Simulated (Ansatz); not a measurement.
**Equation of state of AgBr**

```cif
data_structure
_symmetry_space_group_name_H-M 'Fm-3m'
_symmetry_Int_Tables_number 225
_cell_length_a 5.7721
_cell_length_b 5.7721
_cell_length_c 5.7721
_cell_angle_alpha 90.000
_cell_angle_beta 90.000
_cell_angle_gamma 90.000
_cell_volume 192.31
loop_
_atom_site_label
_atom_site_type_symbol
_atom_site_symmetry_multiplicity
_atom_site_Wyckoff_symbol
_atom_site_fract_x
_atom_site_fract_y
_atom_site_fract_z
_atom_site_occupancy
Ag1 Ag 4 b 0.50000 0.00000 0.00000 1
Br1 Br 4 a 0.00000 0.00000 0.00000 1
```

The runs use the primitive cell with vectors (0.000, 2.886, 2.886), (2.886, 0.000, 2.886), (2.886, 2.886, 0.000) Å, to which the k mesh refers.

The cell is COD entry 9011682, as deposited and not checked against the literature; nothing was relaxed.

Levels of theory: DFT, PBE, all-electron LAPW, scalar-relativistic (Ansatz 0.2.0); DFT, PBE, PAW with Ansatz's default frozen-core files, scalar-relativistic (Ansatz 0.2.0).

For LAPW: a Γ-centred 7×7×7 k mesh, Fermi–Dirac smearing of 0.02 eV, basis error target 0.5 meV/atom, no spin polarisation. PAW takes a cutoff of 420 eV at this cell. The Ansatz runs share mesh, smearing and spin set-up. Plane-wave (PAW) pressures include the program's estimate of the Pulay term.

The cell above is scaled evenly, with fractional coordinates and shape held.

| V/V(cell) | V (Å³/atom) | P, LAPW (GPa) | P, PAW (GPa) | gap on the k mesh, LAPW (eV) | free energy over the lowest listed, PAW (meV/atom) |
| --- | --- | --- | --- | --- | --- |
| 0.9500 | 22.837 | 4.25 | 4.25 | 0.75 | 24.8 |
| 0.9750 | 23.438 | 2.78 | 2.78 | 0.75 | 11.6 |
| 1.0000 | 24.039 | 1.52 | 1.52 | 0.75 | 3.6 |
| 1.0250 | 24.640 | 0.44 | 0.44 | 0.75 | 0.0 |
| 1.0500 | 25.241 | ? | ? | ? | ? |

Fill in the row V/V(cell) = 1.0500.

P, LAPW (GPa) = -0.49, P, PAW (GPa) = -0.49, gap on the k mesh, LAPW (eV) = 0.76, free energy over the lowest listed, PAW (meV/atom) = 0.1.

What do Birch–Murnaghan fits to the pressures give?

LAPW: V0 = 24.91 Å³/atom, B0 = 39 GPa, B0′ = 5.4; PAW: V0 = 24.91 Å³/atom, B0 = 39 GPa, B0′ = 5.4.

PAW's V0 lies 0.00 % from the all-electron value and its B0 0.0 %. Symmetry fixes shape and coordinates here, so this is the relaxed modulus.
